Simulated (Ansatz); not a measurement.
# LiNbO3: the cost of one run

Program: Ansatz 0.2.0. Level of theory: DFT PBE, scalar-relativistic, plane waves, PAW. These are calculated values, not measurements.

### Step 1. Starting point

It takes space group R3c (No. 161, trigonal). Conventional cell: a = 5.151 Å, b = 5.151 Å, c = 13.865 Å, α = 90.00°, β = 90.00°, γ = 120.00°. Li (site symmetry 3) is surrounded by 6 O at 2.07 to 2.24 Å. Around Nb (site symmetry 3) lie 6 O at 1.88 to 2.12 Å. Around O (site symmetry 1) lie 2 Nb at 1.88 to 2.12 Å and 2 Li at 2.07 to 2.24 Å.

Coordinates:

```xyz
10
Lattice="2.5756 1.4871 4.6218 -2.5756 1.4871 4.6218 0.0000 -2.9741 4.6218" Properties=species:S:1:pos:R:3 pbc="T T T"
Li    0.0000    0.0000    4.1887
Li    0.0000    0.0000   11.1214
Nb    0.0000    0.0000    0.2662
Nb    0.0000    0.0000    7.1989
O    -0.6367   -1.4448    5.7768
O     1.5696    0.1710    5.7768
O    -0.9329    1.2738    5.7768
O    -1.6427   -0.2132    8.0877
O     0.6367    1.5293    8.0877
O     1.0060   -1.3160    8.0877
```

The structure rests on an entry of the Crystallography Open Database; cell or positions may have been set otherwise for this series.

### Step 2. Relaxing cell and atoms: LiNbO3, no spin

The input, input.yaml:

```yaml
crystal:
  lattice:
    - [2.5756485575, 1.487051388, 4.6218]
    - [-2.5756485575, 1.487051388, 4.6218]
    - [0.0, -2.974102776, 4.6218]
  atoms:
    - { symbol: Li, position: [0.3021, 0.3021, 0.3021] }
    - { symbol: Li, position: [0.8021, 0.8021, 0.8021] }
    - { symbol: Nb, position: [0.0192, 0.0192, 0.0192] }
    - { symbol: Nb, position: [0.5192, 0.5192, 0.5192] }
    - { symbol: O, position: [0.1311, 0.3783, 0.7405] }
    - { symbol: O, position: [0.7405, 0.1311, 0.3783] }
    - { symbol: O, position: [0.3783, 0.7405, 0.1311] }
    - { symbol: O, position: [0.2405, 0.8783, 0.6311] }
    - { symbol: O, position: [0.8783, 0.6311, 0.2405] }
    - { symbol: O, position: [0.6311, 0.2405, 0.8783] }
scf:
  occupations: { method: fixed }
output:
  forces: true
  stress: true
  eigenvalues: true
hamiltonian:
  xc: pbe
kpoints:
  mp_grid: { grid: [4, 4, 4] }
relax:
  f_tol: 0.002
  cell: { stress_tol: 0.02 }
```

Run with:

```console
$ ansatz run input.yaml --threads 8 --pin off --max-ram 16384MiB --backend cpu --events-out ev --progress --plain --runs-dir out
```

Q: Estimate wall time and peak memory on 8 threads of Intel Xeon 6975P-C (Granite Rapids), shared host.

About 8.4 s, with a peak of 0.57 GiB.
